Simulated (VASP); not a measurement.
Sn:

```
CELL_PARAMETERS angstrom
-2.94014 2.94014 1.59930
2.94014 -2.94014 1.59930
2.94014 2.94014 -1.59930
ATOMIC_POSITIONS crystal
Sn 0.00000 0.00000 0.00000
Sn 0.75000 0.25000 0.50000
```

```yaml
Program: VASP 6.6.1
Task: single point
Functional: PBE
Potentials_or_basis: VASP PAW PBE potentials, release 64 (Sn_d)
Cutoff: 520 eV
k_mesh: 9 × 9 × 9
Occupations: fermi-dirac, width 0.05 eV
Spin: no spin polarisation
```

On this cell: pressure 1.3 GPa; largest force under 0.003 eV/Å; band gap on the k mesh none (metal or under the smearing width).

The same run follows on a disturbed copy (atoms moved at random, drawn with an rms of 0.05 Å):

```xyz
2
Lattice="-2.9401 2.9401 1.5993 2.9401 -2.9401 1.5993 2.9401 2.9401 -1.5993" Properties=species:S:1:pos:R:3 pbc="T T T"
Sn   -0.0709   -0.0015    0.0234
Sn   -0.0164    2.9513    0.7910
```

Q: What does the disturbed cell give?

A: The energy (extrapolated to zero smearing) moves by +2.7 meV/atom; pressure 1.4 GPa; largest force 0.192 eV/Å; band gap on the k mesh none (metal or under the smearing width).

Forces on the atoms (eV/Å):
```
Sn   0.186  0.048 -0.006
Sn  -0.186 -0.048  0.006
```

Stress tensor (GPa, compression positive):
```
 1.43 -0.02  0.32
-0.02  1.75 -0.08
 0.32 -0.08  1.03
```
